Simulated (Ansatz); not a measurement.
Crystal: Si.

```
CELL_PARAMETERS angstrom
0.00000 2.65990 4.64324
2.42227 0.00000 4.64324
2.42227 2.65990 0.00000
ATOMIC_POSITIONS crystal
Si 0.22023 0.22023 0.77977
Si 0.77977 0.77977 0.22023
Si 0.27261 0.72739 0.27261
Si 0.72739 0.27261 0.72739
```

This isn't the form of Si at room conditions, which is diamond.

Base run:

| Property | Result |
| --- | --- |
| Program | Ansatz 0.2.0 |
| Functional | LDA |
| Potentials or basis | Ansatz PAW |
| Cutoff | 420 eV |
| Density cutoff | 1680 eV |
| k mesh | 8 × 8 × 8 |
| Occupations | fermi-dirac, width 0.05 eV |
| Spin | no spin polarisation |

Its results: band gap on the k mesh none (metal or under the smearing width); pressure -0.7 GPa; largest force 0.078 eV/Å.

Problem. The run is repeated on the same cell with these changes: functional from LDA to r2SCAN; cutoff from 420 eV to 500 eV; density cutoff from 1680 eV to 2000 eV. What comes out?

Solution. Band gap on the k mesh none (metal or under the smearing width); pressure 2.6 GPa; largest force 0.093 eV/Å.

Caveats: the PAW data sets come from PBE, with cores solved anew for the run's functional, which leaves a small shift of forces and pressure.

Not every run made on this cell is shown here.
